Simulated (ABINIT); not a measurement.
The system is HfN.

```
Hf N
1.0
     0.00000    2.25600    2.25600
     2.25600    0.00000    2.25600
     2.25600    2.25600    0.00000
Hf N
1 1
Direct
  0.00000 0.00000 0.00000
  0.50000 0.50000 0.50000
```

Base run:

* Program: ABINIT 10.8.3 (patched build)
* Functional: r2SCAN
* Potentials or basis: Ansatz NC r2SCAN
* Cutoff: 1497 eV
* k mesh: 10 × 10 × 10
* Occupations: fermi-dirac, width 0.05 eV
* Spin: no spin polarisation

Its results: band gap on the k mesh none (metal or under the smearing width); pressure 2.6 GPa.

Q: The run is repeated on the same cell with these changes: potentials or basis from Ansatz NC r2SCAN to PseudoDojo NC SR PBE v0.4.1 standard; cutoff from 1497 eV to 1361 eV; valence electrons from 31 to 17. What comes out?

A: Band gap on the k mesh none (metal or under the smearing width); pressure 0.7 GPa.

Caveats: a meta-GGA on potentials with a model core is unreliable (some runs); the potentials were made for another functional, which shifts forces and pressure (some runs).
